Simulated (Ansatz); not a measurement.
In under changes of volume

One of the cells (26.144 Å³/atom); the others are scaled copies at fixed shape and fractional positions:

```
In
1.0
    -1.62547    1.62547    2.47370
     1.62547   -1.62547    2.47370
     1.62547    1.62547   -2.47370
In
1
Direct
  0.00000 0.00000 0.00000
```

* Program: Ansatz 0.2.0
* Functional: PBE0
* Potentials or basis: Ansatz PAW
* Cutoff: 420 eV (not typed: the program's choice for these potentials)
* k mesh: 8 × 8 × 8
* Occupations: fermi-dirac, width 0.05 eV
* Spin: no spin polarisation

```tsv
volume (Å³/atom)	energy over the lowest point (meV/atom)	pressure (GPa)
24.575	20.19	3.7
25.098	9.89	2.5
25.621	3.37	1.5
26.144	0.20	0.5
26.666	0.00	-0.4
27.189	2.44	-1.1
27.712	?	?
```

**Question.** What does the run at 27.712 Å³/atom give?

**Answer.** Energy over the lowest point 7.21 meV/atom; pressure -1.8 GPa.

Worked out: A Birch-Murnaghan fit of order 3 (a polynomial in V^(-2/3)) to the other rows has its minimum at 26.44 Å³/atom with B0 = V·E''(V) = 43 GPa and B' = 5.0 at fixed shape and positions, which overstates the stiffness. It gives 7.22 meV/atom at 27.712 Å³/atom, against the run's 7.21, and -dE/dV = -1.8 GPa, against -1.8.

Energies are extrapolated to zero smearing.

Caveats: the PAW data sets come from PBE, with cores solved anew for the run's functional, which leaves a small shift of forces and pressure; the thresholds are loose for stress.
